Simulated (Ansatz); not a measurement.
**GaAs: energy along a strain**

GaAs, F-43m, a = 5.654 Å (as given, not relaxed at this level: 0.5 GPa). Ansatz: r2SCAN, PAW, 500 eV, Γ-centred 8×8×8 mesh on 2 atoms, Gaussian smearing 0.05 eV; no spin polarisation. Cell vectors (Å): 0.000 2.827 2.827; 2.827 0.000 2.827; 2.827 2.827 0.000. The cell is strained by x per cent times the pattern (0 0 1 0 0 0) in the order xx yy zz yz xz xy (engineering shears), with fractional coordinates held. y is the free energy over the start, V0 = 22.590 Å³/atom.

```
x (%) y (meV/atom)
-4.00             ?
-2.00          4.84
 0.00          0.00
 1.00          0.13
 3.00          5.31
 4.00         10.26
```

Fit y = c1 x + c2 x² + c3 x³ to the other rows, get the stiffness along the pattern, and predict the missing energy.

Least squares on the rows shown. y = −0.70297 x + 0.84478 x² − 0.0069284 x³. The clamped-ion stiffness p·C·p = 2 × 8.448 eV × 160.2 / 22.590 Å³ = 120 GPa, which is C33 in these axes (C11 of the cubic crystal) (second derivative at the start, which stands under stress). At x = -4.00 the fit asked for gives 16.77 meV/atom. The run gave 16.75 meV/atom, so the fit is 0.02 meV/atom too high, a small miss on the scale of the series. The form still works here, 33 % of the fitted range beyond its end.